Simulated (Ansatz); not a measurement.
**SiNi3 in Ansatz: the effect of functional**

The system is SiNi3.

```xyz
4
Lattice="3.5420 0.0000 0.0000 0.0000 3.5420 0.0000 0.0000 0.0000 3.5420" Properties=species:S:1:pos:R:3 pbc="T T T"
Ni    1.7710    1.7710    0.0000
Ni    1.7710    0.0000    1.7710
Ni    0.0000    1.7710    1.7710
Si    0.0000    0.0000    0.0000
```

Alike in all runs:

```yaml
Program: Ansatz 0.2.0
Task: band structure
Potentials_or_basis: Ansatz PAW
k_mesh: 4 × 4 × 4
Occupations: fermi-dirac, width 0.05 eV
Spin: collinear spin, ferromagnetic start
Starting_moments: "[1.0, 1.0, 1.0, 0.0] μB"
```

| functional | cutoff | pressure (GPa) |
| --- | --- | --- |
| LDA | 420 eV (not typed: the program's choice for these potentials) | -20.1 |
| PBEsol | 420 eV (not typed: the program's choice for these potentials) | -14.1 |
| RPBE | 420 eV (not typed: the program's choice for these potentials) | -1.3 |
| revPBE | 420 eV (not typed: the program's choice for these potentials) | -2.6 |
| BLYP | 420 eV (not typed: the program's choice for these potentials) | ? |
| r2SCAN | 500 eV (not typed: the program's choice for these potentials) | -13.4 |

Question: What does the run with functional BLYP give?

Answer: Pressure 3.5 GPa.

Caveats: all runs use coarse meshes; the PAW data sets come from PBE, with cores solved anew for the run's functional, which leaves a small shift of forces and pressure; the starting moments weren't kept; the magnetic or orbital state may not be the lowest (some runs).

Runs at the PBE level aren't shown here.
